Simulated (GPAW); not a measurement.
**Ge in GPAW: convergence with k mesh**

Input of the first run (k mesh 3 × 3 × 3); the others differ in this setting and in those tied to it:

Contents of run.py:

```python
from ase.dft.bandgap import bandgap
from ase.io import read, write
from ase.units import GPa
from gpaw import GPAW, PW

atoms = read('Ge.xyz')

calc = GPAW(mode=PW(600),
            xc='PBE',
            kpts={'size': (3, 3, 3), 'gamma': True},
            occupations={'name': 'fermi-dirac', 'width': 0.05},
            nbands=11,
            convergence={'density': 1e-05, 'energy': 1e-05},
            maxiter=100,
            txt='gpaw.txt')
atoms.calc = calc
energy = atoms.get_potential_energy()
forces = atoms.get_forces()
stress = atoms.get_stress()
calc.write('gs.gpw')
write('result.traj', atoms)
print(f'Energy: {energy:.6f} eV')
print('Forces (eV/A):')
print(forces.round(4))
print('Stress (GPa):', (stress / GPa).round(3))
print('Fermi level:', round(calc.get_fermi_level(), 4), 'eV')
print(f'Gap: {bandgap(calc)[0]:.4f} eV, direct: {bandgap(calc, direct=True)[0]:.4f} eV')
```

File Ge.xyz:

```xyz
2
Lattice="-2.5744897190 2.5744897190 1.3974126432 2.5744897190 -2.5744897190 1.3974126432 2.5744897190 2.5744897190 -1.3974126432" Properties=species:S:1:pos:R:3 pbc="T T T"
Ge     0.0000000000      0.0000000000      1.3974126432
Ge     2.5744897190      0.0000000000      0.6987063216
```

Potentials or basis: GPAW PAW data sets (gpaw-data 1.2.1), pw.

Run with:

```sh
$ OMP_NUM_THREADS=1 python run.py
```

This isn't the form of Ge at room conditions, which is diamond.

Hardware: 1 thread of Arm Neoverse V1, with other jobs on the host.

| k mesh | energy less the tightest run, at zero smearing (meV/atom) | pressure (GPa) | SCF cycles | CPU time (s) | peak memory (GiB) |
| --- | --- | --- | --- | --- | --- |
| 3 × 3 × 3 | 186.13 | 0.60 | 9 | 3.6 | 0.13 |
| 4 × 4 × 4 | 44.92 | 2.83 | 9 | 5.4 | 0.13 |
| 5 × 5 × 5 | 0.14 | 3.67 | 8 | 6.3 | 0.14 |
| 6 × 6 × 6 | 3.66 | 2.80 | 9 | 9.8 | 0.14 |
| 7 × 7 × 7 | -22.09 | 2.56 | 8 | 12 | 0.15 |
| 8 × 8 × 8 | 6.90 | 2.91 | 8 | 16 | 0.16 |
| 10 × 10 × 10 | -2.11 | 2.94 | 9 | 28 | 0.18 |
| 12 × 12 × 12 | -4.31 | 2.87 | 8 | 41 | 0.2 |
| 14 × 14 × 14 | 0.00 | 2.92 | 8 | 62 | 0.24 |

Against the tightest run, the pressure stays within 0.1 GPa from 8 × 8 × 8 on. Not settled before the last step: the energy (to 1 meV/atom). Meshes of other sizes hit other points, so gaps and Fermi surfaces needn't settle smoothly. The tightest run that finished is the yardstick and may itself not be fully converged.
